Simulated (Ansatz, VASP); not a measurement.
## Mo: VASP beside Ansatz

```xyz
2
Lattice="0.0000 2.6283 2.6283 2.6283 0.0000 2.6283 2.6283 2.6283 0.0000" Properties=species:S:1:pos:R:3 pbc="T T T"
Mo    2.6283    2.6283    2.6283
Mo    3.9424    3.9424    3.9424
```

Alike in both runs: task relaxation of cell and atoms; functional r2SCAN; k mesh 6 × 6 × 6; occupations gaussian, width 0.1 eV; no spin polarisation.

|  | VASP | Ansatz |
| --- | --- | --- |
| version | VASP 6.6.1 | Ansatz 0.2.0 |
| potentials or method | VASP PAW PBE potentials, release 64 (Mo_sv) | scalar-relativistic, plane waves, PAW |
| plane-wave cutoff (eV) | 600 | 500 |
| valence electrons in the cell | 28 | 28 |

```tsv
	VASP	Ansatz	Ansatz less VASP
gap on the k mesh at the Fermi level, each at its own relaxed structure (eV)	none	none	-
relaxed volume (Å³/atom)	22.63	22.41	-0.219
relaxed cell length with the largest relative difference (Å)	4.000	3.987	-0.0129
energy change over the relaxation (meV/atom)	-460	-425	+35.8
```

A gap of «none» marks a metal or a gap that the smearing closes.

Caveats: the volume moved by over 15 % at a fixed basis, so the end points are rough (VASP); the PAW data sets were made with another functional, which shifts forces and pressure a little (VASP).
